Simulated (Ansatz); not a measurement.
Crystal: Pd.

```xyz
2
Lattice="2.7837 0.0000 0.0000 -1.3918 2.4107 0.0000 0.0000 0.0000 4.6289" Properties=species:S:1:pos:R:3 pbc="T T T"
Pd    0.0000    1.6071    1.1572
Pd    1.3918    0.8036    3.4717
```

This isn't the form of Pd at room conditions, which is fcc.

Base run:

* Program: Ansatz 0.2.0
* Functional: BLYP
* Potentials or basis: Ansatz PAW
* Cutoff: 420 eV (not typed: the program's choice for these potentials)
* k mesh: 11 × 11 × 6
* Occupations: fermi-dirac, width 0.05 eV
* Spin: no spin polarisation

Its results: band gap on the k mesh none (metal or under the smearing width); pressure 8.6 GPa.

Q: The run is repeated on the same cell with these changes: functional from BLYP to r2SCAN; cutoff from 420 eV (not typed: the program's choice for these potentials) to 500 eV (not typed: the program's choice for these potentials). What comes out?

A: Band gap on the k mesh none (metal or under the smearing width); pressure -5.6 GPa.

Caveats: the PAW data sets come from PBE, with cores solved anew for the run's functional, which leaves a small shift of forces and pressure.
